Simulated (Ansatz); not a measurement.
The system is Dy.

```xyz
2
Lattice="3.5903 0.0000 0.0000 -1.7952 3.1093 0.0000 0.0000 0.0000 5.6475" Properties=species:S:1:pos:R:3 pbc="T T T"
Dy    1.7952    1.0364    4.2356
Dy    0.0000    2.0729    1.4119
```

Alike in all runs: program Ansatz 0.2.0; functional PBEsol; potentials or basis Ansatz PAW; cutoff 420 eV (not typed: the program's choice for these potentials); k mesh 9 × 9 × 5; occupations fermi-dirac, width 0.05 eV.

Starts and where they ended:

```tsv
start	free energy over the lowest (meV/atom)	net moment (μB)	site or absolute moments (μB)	gap
collinear spin, ferromagnetic start of up to 6.5 μB	0.0	9.44	Dy +4.69	none (metal or under the smearing width)
collinear spin, ferromagnetic start of up to 5 μB	0.0	9.44	Dy +4.69	none (metal or under the smearing width)
no spin polarisation	3565.4	-	-	none (metal or under the smearing width)
```

Allowing spin polarisation gains 3565 meV/atom. A still lower state may exist.

Caveats: the magnetic or orbital state may not be the lowest (some runs); spin-orbit coupling is left out, which moves the levels of the heavy elements (some runs).
